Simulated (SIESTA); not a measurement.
Pb:

```
CELL_PARAMETERS angstrom
0.01933 2.46287 2.45281
2.50286 -0.00675 2.47889
2.48132 2.46742 0.01479
ATOMIC_POSITIONS crystal
Pb 0.00000 0.00000 0.00000
```

Base run:

* Program: SIESTA 5.4.2
* Functional: optB88-vdW
* Potentials or basis: PseudoDojo 0.4 standard (PBE files)
* Basis: DZP (energy shift 0.003 Ry; two zetas on semicore shells)
* Grid cutoff: 500 Ry
* Energy shift: 0.003 Ry
* k mesh: 9 × 9 × 9
* Occupations: fermi-dirac, width 0.05 eV
* Spin: no spin polarisation

Its results: band gap on the k mesh none (metal or under the smearing width); pressure 3.1 GPa.

Problem. After a change of settings the same cell gave: band gap on the k mesh none (metal or under the smearing width); pressure 0.4 GPa. Which change was it?
A. functional from optB88-vdW to vdW-DF-C09
B. functional from optB88-vdW to vdW-DF2
C. functional from optB88-vdW to VV10
D. functional from optB88-vdW to vdW-DF

Solution. A.

Caveats: the potentials were made for another functional, which shifts forces and pressure; the basis of atomic orbitals isn't converged, which shifts pressures, moduli and gaps.

Runs at the PBE level aren't shown here.
